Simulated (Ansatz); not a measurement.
Si2Ni, 3 atoms in the cell. The typed cell holds 3 atoms: a = 3.823 Å, b = 3.823 Å, c = 3.823 Å, α = 60.00°, β = 60.00°, γ = 60.00°.  The cell isn't the ideal one: atoms moved at random, drawn with an rms of 0.05 Å.

- Program: Ansatz 0.2.0
- Task: single point
- Functional: PBEsol
- Potentials or basis: all-electron LAPW, scalar-relativistic
- Cutoff: 304 eV (chosen from the basis error)
- Basis error allowed: 0.001 eV/atom
- k mesh: 9 × 9 × 9
- Occupations: fermi-dirac, width 0.05 eV
- Spin: collinear spin, ferromagnetic start
- Starting moments: [1.0, 0.0, 0.0] μB

Potentials or basis: all-electron LAPW, scalar-relativistic.

Launch:

```sh
$ ansatz run input.yaml --threads 4 --pin off --max-ram 12288MiB --backend cpu --events-out ev --progress --plain --runs-dir out
```

Hardware: 4 threads of Arm Neoverse V1, on a shared host.

Q: How long does it take, and how much memory?

A: Wall time 2.3 min on 4 threads of Arm Neoverse V1, on a shared host, peak memory 1.7 GiB. Counts: scf iterations 12, plane waves 531, k points 365, bands 26.
